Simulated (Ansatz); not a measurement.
**KBr**

Computed with Ansatz (plane waves, PAW, 420 eV cutoff): PBEsol, scalar-relativistic, no spin polarisation, Γ-centred 8×8×8 mesh, 0.05 eV Gaussian smearing; PAW files: Ansatz's generated set soft_2.

```
K Br
1.0
     0.00000    3.27502    3.27502
     3.27502    0.00000    3.27502
     3.27502    3.27502    0.00000
K Br
1 1
Direct
  0.00000 0.00000 0.00000
  0.50000 0.50000 0.50000
```

The chain of runs began from a cell as deposited in COD, expanded in volume. Of that entry: the entry's cell lengths or inner coordinates differ somewhat from later room-temperature determinations.

The cell is relaxed to zero pressure at this level.

Elastic constants come from the stress of slightly strained cells with relaxed atoms, in GPa, Voigt order xx, yy, zz, yz, xz, xy in the Cartesian frame of the vectors above.

```
36.60  4.78  4.78  0.00  0.00  0.00
 4.78 36.60  4.78  0.00  0.00  0.00
 4.78  4.78 36.60  0.00  0.00  0.00
 0.00  0.00  0.00  5.02  0.00  0.00
 0.00  0.00  0.00  0.00  5.02  0.00
 0.00  0.00  0.00  0.00  0.00  5.02
```

**Question.** Work out the Voigt, Reuss and Hill moduli.

**Answer.** Voigt: K = (C11 + C22 + C33 + 2(C12 + C13 + C23))/9 = 15.4 GPa, G = (C11 + C22 + C33 − C12 − C13 − C23 + 3(C44 + C55 + C66))/15 = 9.4 GPa. Reuss, from the compliances S = C⁻¹: K = 15.4 GPa, G = 6.9 GPa. Hill means: K = 15.4 GPa, G = 8.1 GPa.

**Question.** And Young's modulus, Poisson's ratio, Pugh's ratio and the anisotropy?

**Answer.** E = 9KG/(3K + G) = 21 GPa, ν = (3K − 2G)/(6K + 2G) = 0.28, K/G = 1.89 (over the 1.75 that Pugh's rule, made for metals, takes as the line between brittle and ductile), universal anisotropy index 5G_V/G_R + K_V/K_R − 6 = 1.8. The eigenvalues of C are 5.0, 5.0, 5.0, 32, 32, 46 GPa, all positive.

**Question.** What sound velocities and Debye temperature follow for a polycrystal?

**Answer.** With a density of 2.813 g/cm³ (mean mass 59.5 u, 35.13 Å³/atom), K = 15.39 and G = 8.14 GPa from the unrounded constants, v_l = √((K + 4G/3)/ρ) = 3050 m/s and v_t = √(G/ρ) = 1700 m/s. The mean [(1/v_l³ + 2/v_t³)/3]^(−1/3) is 1890 m/s, and θ_D = (ħ/k_B)(6π²/V)^(1/3) v_m ≈ 170 K, with V the volume an atom. This is the low-temperature, elastic estimate.

For a cubic crystal three numbers say it all: C11 = 36.6, C12 = 4.8, C44 = 5.0 GPa. K = (C11 + 2C12)/3 = 15.4 GPa. The two shear moduli are C44 and C′ = (C11 − C12)/2 = 15.9 GPa, so Zener's ratio C44/C′ is 0.32: the crystal is stiffest along ⟨100⟩ and softest along ⟨111⟩. The Cauchy pressure C12 − C44 is -0.2 GPa; pair forces would make it zero if every atom sat on a centre of inversion, as here.

The equation of state, an independent route, gives B0 = 15.4 GPa, against 15.4 GPa here.

